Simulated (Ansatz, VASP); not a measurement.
## Two plane-wave programs on Cd

```
Cd
1.0
     1.47437    2.55369    0.00000
    -1.47437    2.55369    0.00000
     0.00000    0.00000    5.56098
Cd
2
Direct
  0.33333 0.33334 0.25000
  0.66666 0.66667 0.75000
```

Alike in both runs: task single point; functional PBE; k mesh 7 × 7 × 3; no spin polarisation.

|  | VASP | Ansatz |
| --- | --- | --- |
| version | VASP 6.6.1 | Ansatz 0.2.0 |
| potentials or method | VASP PAW PBE potentials, release 64 (Cd) | PAW plane waves |
| plane-wave cutoff (eV) | 520 | 420 |
| occupations | fermi-dirac, width 0.1 eV | fermi-dirac |
| valence electrons in the cell | 24 | 40 |

```tsv
	VASP	Ansatz	Ansatz less VASP
gap on the k mesh at the Fermi level (eV)	none	none	-
pressure (GPa)	5.3	4.9	-0.39
largest component of the traceless stress (GPa)	0.55	0.37	-0.181
```

A gap of «none» marks a metal or a gap that the smearing closes. The two sets of potentials don't hold the same shells in valence. Ansatz warned: «structure_snapped_to_symmetry».

Caveats: the k mesh is coarse (spacing up to 0.38 Å⁻¹), so the values aren't converged.
